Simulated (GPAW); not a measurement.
# Hf (Pm-3m) in GPAW: convergence with smearing function

Aim: find how far smearing function must go before the results for Hf settle, at LDA. This setting moves, with any that are tied to it; all else stays.

All numbers are computed with GPAW 26.7.0; they aren't measurements. Logs are shortened: lines on timing, memory, paths and dates and some standing lists are left out, and cuts for length are marked. The log counts tension as positive stress, the text compression.

## 1. The crystal as given

Symmetry: Pm-3m, No. 221, cubic system. Conventional cell: a = 2.914 Å, b = 2.914 Å, c = 2.914 Å, α = 90.00°, β = 90.00°, γ = 90.00°. Hf (site symmetry m-3m) is surrounded by 6 Hf at 2.91 Å.

The cell was built by a generator and needn't be a form met in nature.

## 2. With smearing function fermi-dirac

The input, run.py:

```python
from ase.dft.bandgap import bandgap
from ase.io import read, write
from ase.units import GPa
from gpaw import GPAW, PW

atoms = read('POSCAR')

calc = GPAW(mode=PW(600),
            xc='LDA',
            kpts={'size': (9, 9, 9), 'gamma': True},
            occupations={'name': 'fermi-dirac', 'width': 0.1},
            nbands=14,
            convergence={'density': 1e-05, 'energy': 1e-05},
            maxiter=100,
            txt='gpaw.txt')
atoms.calc = calc
energy = atoms.get_potential_energy()
forces = atoms.get_forces()
stress = atoms.get_stress()
calc.write('gs.gpw')
write('result.traj', atoms)
print(f'Energy: {energy:.6f} eV')
print('Forces (eV/A):')
print(forces.round(4))
print('Stress (GPa):', (stress / GPa).round(3))
print('Fermi level:', round(calc.get_fermi_level(), 4), 'eV')
print(f'Gap: {bandgap(calc)[0]:.4f} eV, direct: {bandgap(calc, direct=True)[0]:.4f} eV')
```

The input, POSCAR:

```
Hf
1.0
    2.9138100000      0.0000000000      0.0000000000
    0.0000000000      2.9138100000      0.0000000000
    0.0000000000      0.0000000000      2.9138100000
Hf
1
Direct
    0.5000000000      0.5000000000      0.5000000000
```

Potentials or basis: the program's PAW data sets (release 1.2.1) made for this functional, pw.

Launch:

```bash
> OMP_NUM_THREADS=1 python run.py
```

It took 8.2 s on 1 thread of Arm Neoverse V1, shared host; peak memory 0.13 GiB.

It converged, with:

```
Free energy            : -7.2745 eV
Pressure               : -6.4 GPa
Band gap on the k mesh : none (metal or under the smearing width)
```

## 3. With smearing function gaussian

run.py, as its differences from that of step 2:

```diff
@@ -10,3 +10,3 @@
             kpts={'size': (9, 9, 9), 'gamma': True},
-            occupations={'name': 'fermi-dirac', 'width': 0.1},
+            occupations={'name': 'methfessel-paxton', 'order': 0, 'width': 0.1},
             nbands=14,
```

POSCAR is that of step 2.

Potentials or basis: the program's PAW data sets (release 1.2.1) made for this functional, pw.

Launch:

```bash
> OMP_NUM_THREADS=1 python run.py
```

Wall time 8 s (1 thread of Arm Neoverse V1, shared host); peak memory 0.13 GiB.

Results (log left out):

| Property | Result |
| --- | --- |
| Free energy | -7.2522 eV |
| Pressure | -6.4 GPa |
| Band gap on the k mesh | none (metal or under the smearing width) |

## 4. With smearing function marzari-vanderbilt

run.py, as its differences from that of step 3:

```diff
@@ -10,3 +10,3 @@
             kpts={'size': (9, 9, 9), 'gamma': True},
-            occupations={'name': 'methfessel-paxton', 'order': 0, 'width': 0.1},
+            occupations={'name': 'marzari-vanderbilt', 'width': 0.1},
             nbands=14,
```

POSCAR is that of step 3.

Launch:

```bash
> OMP_NUM_THREADS=1 python run.py
```

Run time: 8 s. Hardware: 1 thread of Arm Neoverse V1, shared host; peak memory 0.13 GiB.

It converged, with:

```yaml
Free_energy: -7.2466 eV
Pressure: -6.3 GPa
Band_gap_on_the_k_mesh: none (metal or under the smearing width)
```

## 5. With smearing function methfessel-paxton

run.py, as its differences from that of step 4:

```diff
@@ -10,3 +10,3 @@
             kpts={'size': (9, 9, 9), 'gamma': True},
-            occupations={'name': 'marzari-vanderbilt', 'width': 0.1},
+            occupations={'name': 'methfessel-paxton', 'width': 0.1, 'order': 1},
             nbands=14,
```

POSCAR is that of step 4.

Launch:

```bash
> OMP_NUM_THREADS=1 python run.py
```

Run time: 8.1 s. Hardware: 1 thread of Arm Neoverse V1, shared host; peak memory 0.13 GiB.

Results (log left out):

```
Free energy            : -7.2482 eV
Pressure               : -6.3 GPa
Band gap on the k mesh : none (metal or under the smearing width)
```

## 6. With smearing function tetrahedron-method

run.py, as its differences from that of step 5:

```diff
@@ -10,3 +10,3 @@
             kpts={'size': (9, 9, 9), 'gamma': True},
-            occupations={'name': 'methfessel-paxton', 'width': 0.1, 'order': 1},
+            occupations={'name': 'tetrahedron-method'},
             nbands=14,
```

POSCAR is that of step 5.

Potentials or basis: the program's PAW data sets (release 1.2.1) made for this functional, pw.

Launch:

```bash
> OMP_NUM_THREADS=1 python run.py
```

Run time: 8.4 s. Hardware: 1 thread of Arm Neoverse V1, shared host; peak memory 0.13 GiB.

It converged, with:

| Quantity | Value |
| --- | --- |
| Free energy | -7.1522 eV |
| Pressure | -5.7 GPa |
| Band gap on the k mesh | none (metal or under the smearing width) |

## 7. With smearing function improved-tetrahedron-method

run.py, as its differences from that of step 6:

```diff
@@ -10,3 +10,3 @@
             kpts={'size': (9, 9, 9), 'gamma': True},
-            occupations={'name': 'tetrahedron-method'},
+            occupations={'name': 'improved-tetrahedron-method'},
             nbands=14,
```

POSCAR is that of step 6.

Potentials or basis: the program's PAW data sets (release 1.2.1) made for this functional, pw.

Launch:

```bash
> OMP_NUM_THREADS=1 python run.py
```

gpaw.txt:

```text
__  _  _
 | _ |_)|_||  |
 |__||  | ||/\| - 26.7.0

Input parameters:
  mode=PW(ecut=600.0),
  convergence={'density': 1e-05, 'energy': 1e-05},
  kpts=MonkhorstPack(size=(9, 9, 9), gamma=True),
  maxiter=100,
  nbands=14,
  occupations=Occupations(name='improved-tetrahedron-method'),
  xc=XC(name='LDA')

Diagonalizing LCAO Hamiltonian
Converting LCAO to pw mode
   .------.
  /|      |
 * |      |
 | |  Hf  |
 | .------.
 |/      /
 *------*

Atoms  # Å, Bohr magnetons
|   | symbol |        x |        y |        z |    initial magnetic moments |
|---|--------|----------|----------|----------|-----------------------------|
| 0 |     Hf | 1.456905 | 1.456905 | 1.456905 | ( 0.0000,  0.0000,  0.0000) |

Unit cell  # Å
| periodic |        x |        y |        z |  lengths |    angles |
|----------|----------|----------|----------|----------|-----------|
|      yes | 2.913810 | 0.000000 | 0.000000 | 2.913810 | 90.000000 |
|      yes | 0.000000 | 2.913810 | 0.000000 | 2.913810 | 90.000000 |
|      yes | 0.000000 | 0.000000 | 2.913810 | 2.913810 | 90.000000 |

Number of symmetries: 48
Symmetry operations  # r_c * U_cc + t_c -> r_c
|    | kind |            matrix            |
|----|------|------------------------------|
|  0 |  E   |  1, 0, 0,  0, 1, 0,  0, 0, 1 |
|  1 |  σ   |  1, 0, 0,  0, 1, 0,  0, 0,-1 |
|  2 |  σ   |  1, 0, 0,  0, 0, 1,  0, 1, 0 |
|  3 |  C4  |  1, 0, 0,  0, 0, 1,  0,-1, 0 |
|  4 |  C4  |  1, 0, 0,  0, 0,-1,  0, 1, 0 |
|  5 |  σ   |  1, 0, 0,  0, 0,-1,  0,-1, 0 |
|  6 |  σ   |  1, 0, 0,  0,-1, 0,  0, 0, 1 |
[... 135 lines left out ...]

poisson solver:
  ecut: 4800.0  # eV

xc functional:
  name: None

convergence criteria:
- Maximum integral of absolute [dens]ity change: 1e-05 electrons / valence electron
- Maximum [total energy] change in last 3 cyles: 1e-05 eV / valence electron
- Maximum integral of absolute [eigenst]ate change: 4e-08 eV^2 / valence electron
maximum number of iterations: 100

SCF iterations
|iter     | |      energy | eigst |  dens |
|---------|-|-------------|-------|-------|
|iter:   1| |   -7.286325 | -0.22 |       |
|iter:   2| |   -7.277762 | -2.90 | -1.44 |
|iter:   3| |   -7.244435 | -2.22 | -1.47 |
|iter:   4| |   -7.247547 | -3.81 | -2.04 |
|iter:   5| |   -7.248344 | -4.73 | -2.40 |
|iter:   6| |   -7.248358 | -6.72 | -3.47 |
|iter:   7| |   -7.248360c| -7.74c| -4.07 |
|iter:   8| |   -7.248360c| -8.88c| -5.22c|

Converged in 8 steps
Energy contributions relative to reference atoms: (reference = -409641.328488)

Energy contributions:
  Kinetic:           1.361082
  Coulomb:          -0.611407
  Zero:             -0.489194
  External:          0.000000
  Xc:               -7.508842
  Entropy:           0.000000
  Spinorbit:         0.000000
  ----------------------------
  Free energy:      -7.248360
  Extrapolated:     -7.248360

dipole moment: (-0.000012, -0.000012, -0.000012)  # |e|*Ang

Fermi level: 8.030
Eigenvalues  # (at kpt = [0.000, 0.000, 0.000])
| band index |      eig [eV] | occ [0-2] |
|------------|---------------|-----------|
|          0 |       -53.492 |     2.000 |
|          1 |       -21.926 |     2.000 |
|          2 |       -21.926 |     2.000 |
|          3 |       -21.926 |     2.000 |
|          4 |         1.626 |     2.000 |
|          5 |         6.628 |     2.000 |
|          6 |         6.628 |     2.000 |
|          7 |        14.393 |     0.000 |
|          8 |        14.393 |     0.000 |
|          9 |        14.393 |     0.000 |
|         10 |        20.973 |     0.000 |
|         11 |        20.973 |     0.000 |
|         12 |        20.973 |     0.000 |
|         13 |        25.375 |     0.000 |

No gap
No difference between direct/indirect transitions

Forces  # eV/Ang
|       x |       y |       z |
|---------|---------|---------|
| 0.00000 | 0.00000 | 0.00000 |  # Hf   0

Stress tensor  # eV/Ang^3
|        x |        y |        z |
|----------|----------|----------|
| 0.040125 | 0.000000 | 0.000000 |
| 0.000000 | 0.040125 | 0.000000 |
| 0.000000 | 0.000000 | 0.040125 |

# Writing to gs.gpw (mode='')
```

Wall time 8.4 s (1 thread of Arm Neoverse V1, shared host); peak memory 0.13 GiB.

What came out:

```yaml
Free_energy: -7.2484 eV
Pressure: -6.4 GPa
Band_gap_on_the_k_mesh: none (metal or under the smearing width)
```

## 8. Summary

| smearing function | energy less the tightest run, at zero smearing (meV/atom) | pressure (GPa) | SCF cycles | CPU time (s) | peak memory (GiB) |
| --- | --- | --- | --- | --- | --- |
| fermi-dirac | 0.40 | -6.37 | 8 | 8.2 | 0.13 |
| gaussian | -0.06 | -6.37 | 8 | 8 | 0.13 |
| marzari-vanderbilt | 1.78 | -6.31 | 8 | 8 | 0.13 |
| methfessel-paxton | -0.16 | -6.25 | 8 | 8.1 | 0.13 |
| tetrahedron-method | 96.18 | -5.65 | 8 | 8.4 | 0.13 |
| improved-tetrahedron-method | 0.00 | -6.43 | 8 | 8.4 | 0.13 |

Not settled before the last step: the energy (to 1 meV/atom), the pressure (to 0.1 GPa). Narrower smearing needs a denser k mesh, so at a fixed mesh the narrowest width isn't the most accurate. The tightest run that finished is the yardstick and may itself not be fully converged.
